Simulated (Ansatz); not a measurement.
Theory: DFT PBEsol, scalar-relativistic, plane waves, PAW in Ansatz 0.2.0.

Plane waves to 420 eV, a k mesh through Γ of 12×12×4 on the computed 4-atom cell and Gaussian smearing (0.02 eV); no spin polarisation.

```xyz
4
Lattice="2.5518 0.0223 0.0207 -1.2566 2.1399 -0.0060 0.0552 0.0134 6.5813" Properties=species:S:1:pos:R:3 pbc="T T T"
B    -0.0337    0.0390    3.2865
B     0.0679    1.4251   -0.0279
N     0.0040    0.0137   -0.0225
N     1.3123    0.6978    3.3598
```

(1) Is this geometry at equilibrium? Which atom feels the largest force?

(2) Give all forces and the stress.

The cell holds layers, and where no dispersion correction was added their binding is poorly described.

Answers

(1) It isn't. Atom 4 (N) feels (-3.24, 2.58, -0.81) eV/Å, 4.218 eV/Å in size.

(2)
| atom | Fx | Fy | Fz |
| --- | --- | --- | --- |
| B1 | 3.234 | -2.576 | 0.770 |
| B2 | -1.633 | 1.226 | 0.073 |
| N3 | 1.640 | -1.226 | -0.035 |
| N4 | -3.240 | 2.577 | -0.808 |
Stress (GPa, compression positive):
```
-9.04 -7.97 -0.99
-7.97  4.25  0.58
-0.99  0.58  0.77
```

This form isn't the usual stable structure of the compound.